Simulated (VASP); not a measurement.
Runs of VASP 6.6.1 on BeTe. The structure is cubic, space group F-43m (No. 216). The conventional cell has a = 5.612 Å, b = 5.612 Å, c = 5.612 Å, α = 90.00°, β = 90.00°, γ = 90.00°. Around Be (site symmetry -43m) lie 4 Te at 2.43 Å. Te (site symmetry -43m) is surrounded by 4 Be at 2.43 Å. 

```csv
task,cell,gap on the mesh (eV),pressure (GPa)
relaxation of the atoms,atoms relaxed from: a relaxed cell with its volume scaled by 1.04,1.92,-2.2
relaxation of cell and atoms,relaxed,1.83,0.0
relaxation of the atoms,atoms relaxed from: a relaxed cell with its volume scaled by 0.98,(b),1.3
relaxation of the atoms,atoms relaxed,1.83,0.0
relaxation of the atoms,atoms relaxed from: a relaxed cell with its volume scaled by 1.02,1.88,-1.1
relaxation of the atoms,atoms relaxed from: a relaxed cell with its volume scaled by 0.94,(a),4.2
relaxation of the atoms,atoms relaxed from: a relaxed cell with its volume scaled by 0.96,1.72,2.7
```

Alike in all rows: level PBEsol; potentials or basis VASP PAW PBE potentials, release 64 (Be, Te); no spin polarisation; k mesh 8 × 8 × 8; cutoff (eV) 600; smearing gaussian 0.03 eV.

**Question.** Estimate the missing entries.

**Answer.** (a) 1.67; (b) 1.78.

Caveats: the relaxation stopped at its first step, so nothing moved; the PAW data sets were made with another functional, which shifts forces and pressure a little; spin-orbit coupling is left out, which moves the levels of the heavy elements.

A k mesh can miss the band edges, and the runs leave out spin-orbit coupling on Te.
